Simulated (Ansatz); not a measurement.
From the elastic tensor of InP to moduli and sound speeds

Computed with Ansatz, DFT LDA, scalar-relativistic, plane waves, PAW. Cutoff 420 eV, 10×10×10 k-points (Γ-centred), fixed occupations. No spin polarisation.

Symmetry: F-43m, No. 216, cubic system. Conventional cell: a = 5.827 Å, b = 5.827 Å, c = 5.827 Å, α = 90.00°, β = 90.00°, γ = 90.00°. In (site symmetry -43m) is surrounded by 4 P at 2.52 Å. P (site symmetry -43m) has 4 In at 2.52 Å as nearest neighbours.

Relaxed-ion constants (GPa, on the Cartesian axes of the calculation):
C11 = 100.5, C12 = 56.5, C13 = 56.5, C22 = 100.5, C23 = 56.5, C33 = 100.5, C44 = 45.4, C55 = 45.4, C66 = 45.4 GPa; the others vanish.

Density 4.894 g/cm³; 2 atoms in 49.46 Å³.

The values that follow are for a polycrystal of randomly turned grains, by Hill's mean where one number stands.

With S = C⁻¹: B_V = (C11+C22+C33+2(C12+C13+C23))/9, G_V = (C11+C22+C33−C12−C13−C23+3(C44+C55+C66))/15, 1/B_R = S11+S22+S33+2(S12+S13+S23), 15/G_R = 4(S11+S22+S33−S12−S13−S23)+3(S44+S55+S66); Hill is their mean. Then v_l = √((B+4G/3)/ρ), v_t = √(G/ρ), v_m = [(2/v_t³+1/v_l³)/3]^(−1/3) and Θ = (ħ/k_B)·v_m·(6π²n/V)^(1/3) for n atoms in the volume V; E = 9BG/(3B+G), ν = (3B−2G)/(2(3B+G)) and A^U = 5G_V/G_R + B_V/B_R − 6.

| Item | Value |
| --- | --- |
| Bulk modulus, Voigt / Reuss / Hill | 71.2 / 71.2 / 71.2 GPa |
| Shear modulus, Voigt / Reuss / Hill | 36.0 / 31.9 / 33.9 GPa |
| Young's modulus | 88 GPa |
| Poisson ratio | 0.294 |
| Pugh ratio B/G | 2.10 |
| Universal anisotropy index | 0.66 |
| Longitudinal and transverse sound speeds | 4878 and 2634 m/s |
| Debye temperature from the mean sound speed | 300 K |

Cost: 1 run of about 1.8 core-minutes, on Intel Xeon Platinum 8488C (Sapphire Rapids) (shared hosts).

The elastic constants describe a crystal that resists compression considerably better than shear, and whose shear stiffness depends strongly on direction. C44 lies well above half the difference between C11 and C12, so Young's modulus is largest along ⟨111⟩, the bond directions, and smallest along ⟨100⟩. This follows from the tetrahedral sp³ network. Tetragonal shear is taken up mainly by bending bond angles, which costs little, whereas the shear governed by C44 also stretches bonds, even after the two sublattices have shifted against each other to relieve part of the strain. The partly ionic character of the In–P bond probably softens the angular forces further, since they rely on directional covalency.

The Pugh ratio of 2.10 would conventionally indicate ductility, yet InP is brittle at room temperature. The criterion was drawn from metals and takes no account of the high lattice resistance to dislocation glide in a covalent network. The Debye temperature characterises the long-wavelength acoustic branches and says little about the optical modes, in which the light phosphorus atoms dominate the motion.
